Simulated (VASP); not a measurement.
Here is a VASP 6.6.1 calculation.

Contents of INCAR:

```
PREC = Accurate ; ENCUT = 600
EDIFF = 1E-7 ; ISMEAR = 1
SIGMA = 0.1 ; LREAL = False
LASPH = True ; NELM = 80
ALGO = Normal ; ISIF = 4
LWAVE = False ; LCHARG = False
GGA = PS ; IBRION = 2
NSW = 40 ; EDIFFG = -0.01
```

KPOINTS

```
Automatic mesh
0
Gamma
  15 15 8
```

POSCAR

```
Ti                                      
1.0
    2.9021000120      0.0000000000      0.0000000000
   -1.4510500060      2.5132923347      0.0000000000
    0.0000000000      0.0000000000      4.5750142022
  Ti            
     2
Direct
     0.3333333332999970    0.6666666667000030    0.2500000000000000
     0.6666666667000030    0.3333333332999970    0.7500000000000000
```

Potentials or basis: VASP PAW PBE potentials, release 64 (Ti_sv).

Launch:

```bash
$ cat potpaw_PBE.64/Ti_sv/POTCAR > POTCAR
$ mpirun -np 1 vasp_std > vasp.out
```

**Question.** Estimate the band gap on the k mesh.

**Answer.** None (metal or under the smearing width).

Final structure:
```cif
data_structure
_symmetry_space_group_name_H-M 'P 1'
_symmetry_Int_Tables_number 1
_cell_length_a 2.9021
_cell_length_b 2.9021
_cell_length_c 4.5750
_cell_angle_alpha 90.000
_cell_angle_beta 90.000
_cell_angle_gamma 120.000
_cell_volume 33.37
loop_
_atom_site_label
_atom_site_type_symbol
_atom_site_fract_x
_atom_site_fract_y
_atom_site_fract_z
_atom_site_occupancy
Ti1 Ti 0.33333 0.66667 0.25000 1
Ti2 Ti 0.66667 0.33333 0.75000 1
```

Caveat: the relaxation stopped at its first step, so nothing moved.
